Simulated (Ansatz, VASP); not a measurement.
This is a calculation of Pt for VASP 6.6.1.

Contents of INCAR:

```
SYSTEM = Pt
  PREC = Accurate
  ENCUT = 600
  EDIFF = 1E-6
  ISMEAR = -1
  SIGMA = 0.05
  LREAL = .FALSE.
  LASPH = .TRUE.
  NELM = 80
  ALGO = Normal
  ISIF = 3
  LWAVE = .FALSE.
  LCHARG = .FALSE.
  GGA = B5
  ALDAX = 1.0
  AGGAX = 1.0
  AGGAC = 1.0
  ALDAC = 0.0
  IBRION = 2
  NSW = 80
  EDIFFG = -0.005
```

The input KPOINTS:

```
regular mesh
0
G
  12 12 12
  0 0 0
```

File POSCAR:

```
Pt
1.0
    0.0000000000      1.9609000000      1.9609000000
    1.9609000000      0.0000000000      1.9609000000
    1.9609000000      1.9609000000      0.0000000000
Pt
1
Direct
    0.0000000000      0.0000000000      0.0000000000
```

Potentials or basis: VASP PAW PBE potentials, release 64 (Pt).

Run with:

```sh
$ cat potpaw_PBE.64/Pt/POTCAR > POTCAR
$ mpirun -np 1 vasp_std > vasp.out
```

Task: Set up the same calculation for Ansatz 0.2.0. Potentials there: all-electron LAPW, scalar-relativistic.

Result: As run (the cutoff follows the program's own potentials):

input.yaml

```yaml
crystal:
  lattice:
    - [0.0, 1.9609, 1.9609]
    - [1.9609, 0.0, 1.9609]
    - [1.9609, 1.9609, 0.0]
  atoms:
    - { symbol: Pt, position: [0.0, 0.0, 0.0] }
kpoints:
  mp_grid: { grid: [12, 12, 12] }
scf:
  occupations: { method: fermi_dirac, width: 0.05 }
hamiltonian:
  xc: blyp
  pseudopotentials: { kind: all_electron, lapw: { basis_error: 0.001 } }
output:
  forces: true
  stress: true
relax:
  f_tol: 0.005
  max_steps: 60
  cell: {}
```

Potentials or basis: all-electron LAPW, scalar-relativistic.

Launch:

```sh
$ ansatz run input.yaml --threads 1 --pin off --max-ram 3072MiB --backend cpu --events-out ev --progress --plain --runs-dir out
```

Both were run:

|  | VASP | Ansatz | Ansatz less VASP |
| --- | --- | --- | --- |
| relaxed volume (Å³/atom) | 16.72 | 16.64 | -0.078 |
| relaxed cell length with the largest relative difference (Å) | 2.870 | 2.866 | -0.0045 |
| energy change over the relaxation (meV/atom) | -125 | -112 | +12.8 |

Ansatz ran all-electron here, so the differences hold the error of VASP's frozen core and of both bases.

Caveats: the PAW data sets were made with another functional, which shifts forces and pressure a little (VASP); the volume moved by +11 % from the deposited cell, more than functionals usually miss (VASP); the volume moved by +10 % from the deposited cell, more than functionals usually miss (Ansatz). The runs have no spin-orbit coupling, so splittings on Pt are missing. Zero-point motion and thermal expansion aren't in these numbers.
